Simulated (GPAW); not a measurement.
The system is Ru.

```
CELL_PARAMETERS angstrom
2.70580 0.00000 0.00000
-1.35290 2.34329 0.00000
0.00000 0.00000 4.28190
ATOMIC_POSITIONS crystal
Ru 0.66667 0.33333 0.75000
Ru 0.33333 0.66667 0.25000
```

Base run:

```yaml
Program: GPAW 26.7.0
Functional: LDA
Potentials_or_basis: the program's PAW data sets (release 1.2.1) made for this functional
Cutoff: 600 eV
Basis: pw
k_mesh: 11 × 11 × 6
Occupations: fermi-dirac, width 0.05 eV
Spin: no spin polarisation
```

Its results: pressure -13.8 GPa.

The run is repeated on the same cell with these changes: functional from LDA to RPBE. What comes out?

Pressure 8.6 GPa.

RPBE binds less tightly than LDA, so the same cell stands under more pressure.
